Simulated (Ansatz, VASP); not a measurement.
## Pt in VASP and in Ansatz

```
CELL_PARAMETERS angstrom
0.00000 1.94803 1.94803
1.94803 0.00000 1.94803
1.94803 1.94803 0.00000
ATOMIC_POSITIONS crystal
Pt 0.00000 0.00000 0.00000
```

Alike in both runs: functional PBEsol; k mesh 18 × 18 × 18; occupations gaussian, width 0.1 eV; no spin polarisation.

Ansatz relaxed the structure, and its values are those at the end. VASP's run is a single point on that final structure, the one shown.

```csv
,VASP,Ansatz
version,VASP 6.6.1,Ansatz 0.2.0
potentials or method,"VASP PAW PBE potentials, release 64 (Pt)","scalar-relativistic, plane waves, PAW"
plane-wave cutoff (eV),520,420
valence electrons in the cell,10,18
```

```tsv
	VASP	Ansatz	Ansatz less VASP
gap on the k mesh at the Fermi level (eV)	none	none	-
pressure (GPa)	4.7	5.1	+0.38
```

A gap of «none» marks a metal or a gap that the smearing closes. The two sets of potentials don't hold the same shells in valence.

Caveats: the PAW data sets were made with another functional, which shifts forces and pressure a little (VASP). The runs have no spin-orbit coupling, so splittings on Pt are missing.
